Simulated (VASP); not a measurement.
# Se (P1) in VASP: a series of runs

One crystal, Se, is run at these levels: r2SCAN+D3(BJ); tasks: single point.

Everything below comes from runs of VASP 6.6.1. Logs are shortened: lines on timing, memory, paths and dates and some standing lists are left out, and cuts for length are marked.

## Step 1: Starting point

The typed cell holds 3 atoms: a = 4.355 Å, b = 4.355 Å, c = 4.949 Å, α = 90.00°, β = 90.00°, γ = 120.00°.

## Step 2: Single point, r2SCAN+D3(BJ)

POSCAR reads:

```
Se
1.0
    4.3552000000      0.0000000000      0.0000000000
   -2.1776000000      3.7717000000      0.0000000000
    0.0000000000      0.0000000000      4.9494000000
Se
3
Direct
    0.2170000000      0.0000000000      0.1666666667
    0.0000000000      0.2170000000      0.8333333333
    0.7830000000      0.7830000000      0.5600000000
```

INCAR.step1 reads:

```
PREC = Accurate
ENCUT = 520
ISMEAR = 0
SIGMA = 0.01
LREAL = False
LASPH = True
NELM = 100
NBANDS = 16
GGA = PE
ALGO = Normal
EDIFF = 1E-4
LWAVE = True
LCHARG = False
```

INCAR.step2 reads:

```
PREC = Accurate
ENCUT = 520
EDIFF = 1E-6
ISMEAR = 0
SIGMA = 0.01
LREAL = False
LASPH = True
NELM = 100
ALGO = Normal
ISIF = 2
LWAVE = False
LCHARG = False
METAGGA = R2SCAN
LMIXTAU = True
IVDW = 12
VDW_S6 = 1.0
VDW_S8 = 0.78981345
VDW_A1 = 0.49484001
VDW_A2 = 5.73083694
NBANDS = 16
ISTART = 1
```

KPOINTS reads:

```
Automatic mesh
0
Gamma
  4 4 3
```

Potentials or basis: VASP PAW PBE potentials, release 64 (Se).

Launch:

```bash
cat potpaw_PBE.64/Se/POTCAR > POTCAR
cp INCAR.step1 INCAR
mpirun -np 1 vasp_std > vasp.out
cp INCAR.step2 INCAR
mpirun -np 1 vasp_std > vasp.out
```

OUTCAR:

```text
PREC = Accurate
   ENCUT = 520
   EDIFF = 1E-6
   ISMEAR = 0
   LREAL = False
   LASPH = True
   NELM = 100
   ISIF = 2
   METAGGA = R2SCAN
   IVDW = 12
   ISTART = 1
 IVDW          = 12

 ion  position               nearest neighbor table
   1  0.217  0.000  0.167-   2 2.32   3 2.54
   2  0.000  0.217  0.833-   3 2.12   1 2.32
   3  0.783  0.783  0.560-   2 2.12   1 2.54

  LATTYP: Found a hexagonal cell.
 ALAT       =     4.3552000000
 C/A-ratio  =     1.1364346069

  Lattice vectors:

 A1 = (   4.3552000000,   0.0000000000,   0.0000000000)
 A2 = (  -2.1776000000,   3.7717000000,   0.0000000000)
 A3 = (   0.0000000000,   0.0000000000,   4.9494000000)

Analysis of symmetry for initial positions (statically):
=====================================================================
 Subroutine PRICEL returns:
 Original cell was already a primitive cell.

 Routine SETGRP: Setting up the symmetry group for a
 hexagonal supercell.

 Subroutine GETGRP returns: Found  1 space group operations
 (whereof  1 operations were pure point group operations)
 out of a pool of 24 trial point group operations.

The static configuration has the point symmetry C_1 .

Analysis of symmetry for dynamics (positions and initial velocities):
=====================================================================
 Subroutine PRICEL returns:
 Original cell was already a primitive cell.

 Routine SETGRP: Setting up the symmetry group for a
 hexagonal supercell.

 Subroutine GETGRP returns: Found  1 space group operations
 (whereof  1 operations were pure point group operations)
 out of a pool of 24 trial point group operations.

The dynamic configuration has the point symmetry C_1 .

 Subroutine INISYM returns: Found  1 space group operations
 (whereof  1 operations are pure point group operations),
 and found     1 'primitive' translations

----------------------------------------------------------------------------------------

                                     Primitive cell

  volume of cell :      81.3014

  direct lattice vectors                    reciprocal lattice vectors
     4.355200000  0.000000000  0.000000000     0.229610580  0.132566217  0.000000000
    -2.177600000  3.771700000  0.000000000     0.000000000  0.265132434  0.000000000
     0.000000000  0.000000000  4.949400000     0.000000000  0.000000000  0.202044692

  length of vectors
     4.355200000  4.355188015  4.949400000     0.265131704  0.265132434  0.202044692

  position of ions in fractional coordinates (direct lattice)
     0.217000000  0.000000000  0.166666667
     1.000000000  0.217000000  0.833333333
     0.783000000  0.783000000  0.560000000

  ion indices of the primitive-cell ions
   primitive index   ion index
                 1           1
                 2           2
                 3           3

----------------------------------------------------------------------------------------

 KPOINTS: Automatic mesh

Automatic generation of k-mesh.
 Grid dimensions read from file:
 generate k-points for:    4    4    3

 Generating k-lattice:

  Cartesian coordinates                     Fractional coordinates (reciprocal lattice)
     0.057402645  0.033141554  0.000000000     0.250000000 -0.000000000  0.000000000
     0.000000000  0.066283108  0.000000000     0.000000000  0.250000000  0.000000000
     0.000000000  0.000000000  0.067348231     0.000000000  0.000000000  0.333333333

  Length of vectors
     0.066282926  0.066283108  0.067348231

  Shift w.r.t. Gamma in fractional coordinates (k-lattice)
     0.000000000  0.000000000  0.000000000

 Subroutine IBZKPT returns following result:
 ===========================================

 Found     26 irreducible k-points:

 Following reciprocal coordinates:
            Coordinates               Weight
  0.000000  0.000000  0.000000      1.000000
  0.250000  0.000000  0.000000      2.000000
  0.000000  0.250000  0.000000      2.000000
 -0.250000  0.250000  0.000000      2.000000
  0.500000  0.000000  0.000000      1.000000
  0.000000  0.500000  0.000000      1.000000
[... 16 lines left out ...]
  0.500000  0.250000  0.333333      2.000000
 -0.250000 -0.250000  0.333333      2.000000
 [... further k-points ...]
   k-points           NKPTS =     26   k-points in BZ     NKDIM =     26   number of bands    NBANDS=     16
   number of dos      NEDOS =    301   number of ions     NIONS =      3
   total plane-waves  NPLWV =  40960
   dimension x,y,z NGX =    32 NGY =   32 NGZ =   40
   dimension x,y,z NGXF=    64 NGYF=   64 NGZF=   80
   ions per type =               3
   NGX,Y,Z   is equivalent  to a cutoff of  12.21, 12.22, 13.44 a.u.
   NGXF,Y,Z  is equivalent  to a cutoff of  24.43, 24.43, 26.87 a.u.
 SYSTEM =  unknown system
   PREC   = accura    normal or accurate (medium, high low for compatibility)
   ISTART =      1    job   : 0-new  1-cont  2-samecut
   ICHARG =      0    charge: 1-file 2-atom 10-const
   ISPIN  =      1    spin polarized calculation?
   LNONCOLLINEAR =      F non collinear calculations
   LSORBIT =      F    spin-orbit coupling
   LASPH  =      T    aspherical Exc in radial PAW
   ENCUT  =  520.0 eV  38.22 Ry    6.18 a.u.   8.10  8.10  9.20*2*pi/ulx,y,z
   NELM   =    100;   NELMIN=  2; NELMDL=  0     # of ELM steps
   EDIFF  = 0.1E-05   stopping-criterion for ELM
   LREAL  =      F    real-space projection
   EDIFFG = 0.1E-04   stopping-criterion for IOM
   NSW    =      0    number of steps for IOM
   IBRION =     -1    ionic relax: 0-MD 1-quasi-New 2-CG
   NFREE  =      0    steps in history (QN), initial steepest desc. (CG)
   ISIF   =      2    stress and relaxation
   ISYM   =      2    0-nonsym 1-usesym 2-fastsym
   POTIM  = 0.5000    time-step for ionic-motion
   TEBEG  =    0.0;   TEEND  =   0.0 temperature during run
   PSTRESS=    0.0 pullay stress
   NELECT =      18.0000    total number of electrons
   NUPDOWN=      -1.0000    fix difference up-down
   EMIN   =  10.00;   EMAX   =-10.00  energy-range for DOS
   EFERMI =   0.00;   METHOD = LEGACY
   ISMEAR =     0;   SIGMA  =   0.01  broadening in eV -4-tet -1-fermi 0-gaus
   EFERMI_NEDOS =   21; number of points for ismear=-14 and -15
   IALGO  =     38    algorithm
   IMIX   =      4    mixing-type and parameters
     AMIX     =   0.40;   BMIX     =  1.00
     AMIX_MAG =   1.60;   BMIX_MAG =  1.00
  volume/ion in A,a.u.               =      27.10       182.88
  Fermi-wavevector in a.u.,A,eV,Ry     =   0.990375  1.871538 13.345178  0.980843
  Thomas-Fermi vector in A             =   2.122041
   LORBIT       =      0    0 simple, 1 ext, 2 COOP (PROOUT), +10 PAW based schemes
   METAGGA = R2SCAN    functional components
   LHFCALC =     F    Hartree Fock is set to
   AEXX    =    0.0000 exact exchange contribution
   IVDW    =    12    specifies the selected vdW correction
   LEPSILON=     F    determine dielectric tensor
   LRPA    =     F    only Hartree local field effects (RPA)
 non-spin polarized calculation
 Gauss-broadening in eV      SIGMA  =   0.01
  energy-cutoff  :      520.00
  volume of cell :       81.30
 maximum number of plane-waves:      2198
   NGX = 17   NGY = 17   NGZ = 19

 number of electron      17.9999997 magnetization

 Free energy of the ion-electron system (eV)
  ---------------------------------------------------
  ext. energy  EPLUGINS =         0.00000000
  ---------------------------------------------------
  free energy    TOTEN  =       -42.35794895 eV

  energy without entropy =      -42.35794895  energy(sigma->0) =      -42.35794895

 E-fermi :   2.4653     XC(G=0):  -9.2547

 val. band max:        2.4184388784   @ k =   0.2500   0.2500   0.3333
 cond. band min:       3.3234725991   @ k =   0.0000   0.0000   0.3333
 fundamental gap:      0.9050337207
 Fermi energy:         2.4653160136

 k-point     1 :       0.0000    0.0000    0.0000
  band No.  band energies     occupation
      1     -14.7097      2.00000
      2     -10.2448      2.00000
      3      -9.0363      2.00000
      4      -2.2198      2.00000
      5      -1.8778      2.00000
      6      -1.0654      2.00000
[... 8 lines left out ...]
     15       9.7200      0.00000
     16      11.4507      0.00000

 k-point     2 :       0.2500    0.0000    0.0000
  band No.  band energies     occupation
      1     -14.5275      2.00000
      2     -10.3600      2.00000
      3      -9.0678      2.00000
      4      -2.7487      2.00000
      5      -2.2619      2.00000
      6      -1.4941      2.00000
[... 8 lines left out ...]
     15      10.8675      0.00000
     16      11.6221      0.00000

 k-point     3 :       0.0000    0.2500    0.0000
  band No.  band energies     occupation
      1     -14.5002      2.00000
      2     -10.2229      2.00000
      3      -9.3426      2.00000
      4      -3.1357      2.00000
      5      -2.0762      2.00000
      6      -1.3119      2.00000
[... 8 lines left out ...]
     15      10.9348      0.00000
     16      11.9553      0.00000

 k-point     4 :      -0.2500    0.2500    0.0000
  band No.  band energies     occupation
      1     -14.5224      2.00000
      2     -10.2617      2.00000
      3      -9.2155      2.00000
      4      -2.8725      2.00000
      5      -2.3613      2.00000
      6      -1.2333      2.00000
[... 8 lines left out ...]
     15      10.8186      0.00000
     16      11.9482      0.00000

 k-point     5 :       0.5000    0.0000    0.0000
  band No.  band energies     occupation
      1     -14.3206      2.00000
      2     -10.5280      2.00000
      3      -9.0937      2.00000
      4      -3.0774      2.00000
      5      -2.5960      2.00000
      6      -1.1278      2.00000
[... 8 lines left out ...]
     15      12.4146      0.00000
     16      12.8659      0.00000

 k-point     6 :       0.0000    0.5000    0.0000
  band No.  band energies     occupation
      1     -14.2566      2.00000
      2     -10.2459      2.00000
      3      -9.6697      2.00000
      4      -3.2765      2.00000
      5      -2.5286      2.00000
      6      -1.5218      2.00000
[... 8 lines left out ...]
     15      12.3035      0.00000
     16      12.5527      0.00000
[... 267 lines left out ...]
 k-point    21 :       0.2500    0.2500    0.3333
  band No.  band energies     occupation
      1     -13.9712      2.00000
      2     -11.5767      2.00000
      3      -8.3992      2.00000
      4      -3.5248      2.00000
      5      -2.8111      2.00000
      6      -2.0377      2.00000
[... 8 lines left out ...]
     15      10.9634      0.00000
     16      11.9042      0.00000

 k-point    22 :      -0.2500    0.5000    0.3333
  band No.  band energies     occupation
      1     -13.9637      2.00000
      2     -11.5525      2.00000
      3      -8.4849      2.00000
      4      -3.6281      2.00000
      5      -2.7377      2.00000
      6      -1.8928      2.00000
[... 8 lines left out ...]
     15      11.1452      0.00000
     16      11.6233      0.00000

 k-point    23 :       0.5000    0.2500    0.3333
  band No.  band energies     occupation
      1     -14.0157      2.00000
      2     -11.5146      2.00000
      3      -8.3533      2.00000
      4      -3.5150      2.00000
      5      -2.9660      2.00000
      6      -1.8926      2.00000
[... 8 lines left out ...]
     15      11.2471      0.00000
     16      12.5469      0.00000

 k-point    24 :      -0.2500   -0.2500    0.3333
  band No.  band energies     occupation
      1     -13.9779      2.00000
      2     -11.5464      2.00000
      3      -8.4541      2.00000
      4      -3.3141      2.00000
      5      -3.0920      2.00000
      6      -1.8288      2.00000
[... 8 lines left out ...]
     15      11.2170      0.00000
     16      12.1854      0.00000

 [... further k-points ...]

------------------------ aborting loop because EDIFF is reached ----------------------------------------

 Edisp (eV)   -0.45441

 E8    (eV) :    -0.1443

  FORCE on cell =-STRESS in cart. coord.  units (eV):
  Direction    XX          YY          ZZ          XY          YZ          ZX
  --------------------------------------------------------------------------------------
  -------------------------------------------------------------------------------------
  Total       0.80820     4.74960     3.60552    -0.43140     4.25068     1.49187
  in kB      15.92683    93.59874    71.05272    -8.50150    83.76658    29.39971
  external pressure =       60.19 kB  Pullay stress =        0.00 kB

 VOLUME and BASIS-vectors are now :
 -----------------------------------------------------------------------------
  energy-cutoff  :      520.00
  volume of cell :       81.30
      direct lattice vectors                 reciprocal lattice vectors
     4.355200000  0.000000000  0.000000000     0.229610580  0.132566217  0.000000000
    -2.177600000  3.771700000  0.000000000     0.000000000  0.265132434  0.000000000
     0.000000000  0.000000000  4.949400000     0.000000000  0.000000000  0.202044692

 POSITION                                       TOTAL-FORCE (eV/Angst)
 -----------------------------------------------------------------------------------
      0.94508      0.00000      0.82490         0.560839     -0.110824      1.180914
     -0.47254      0.81846      4.12450        -0.375140      2.491680      2.281651
      1.70506      2.95324      2.77166        -0.185699     -2.380856     -3.462566
 -----------------------------------------------------------------------------------
    total drift:                                0.000080     -0.000117     -0.000089

  FREE ENERGIE OF THE ION-ELECTRON SYSTEM (eV)
  ---------------------------------------------------
  free  energy   TOTEN  =       -42.8123549626 eV

  energy  without entropy=      -42.8123549626  energy(sigma->0) =      -42.81235496
```

It took 2.3 min on 1 thread of AMD EPYC 7R43 (Zen 3), shared host; peak memory 0.17 GiB.

What came out:

| Quantity | Value |
| --- | --- |
| Free energy | -42.8124 eV |
| Pressure | 6.0 GPa |
| Largest force | 4.206 eV/Å |
| Band gap on the k mesh | 0.91 eV, indirect (least direct gap 1.54 eV) |
| Dispersion energy per atom | -0.151 eV |

Forces on the atoms (eV/Å):
```
Se   0.561 -0.111  1.181
Se  -0.375  2.492  2.282
Se  -0.186 -2.381 -3.463
```

Stress tensor (GPa, compression positive):
```
 1.59 -0.85  2.94
-0.85  9.36  8.38
 2.94  8.38  7.11
```

Caveat: the k mesh is coarse (spacing up to 0.42 Å⁻¹), so the values aren't converged; the PAW data sets were made with another functional, which shifts forces and pressure a little; an odd mesh through Γ misses points on the zone boundary, where band edges often lie. r2SCAN opens gaps a little over a GGA but as a rule still falls short of measured ones.

(Part 1 of 2 ends here.)
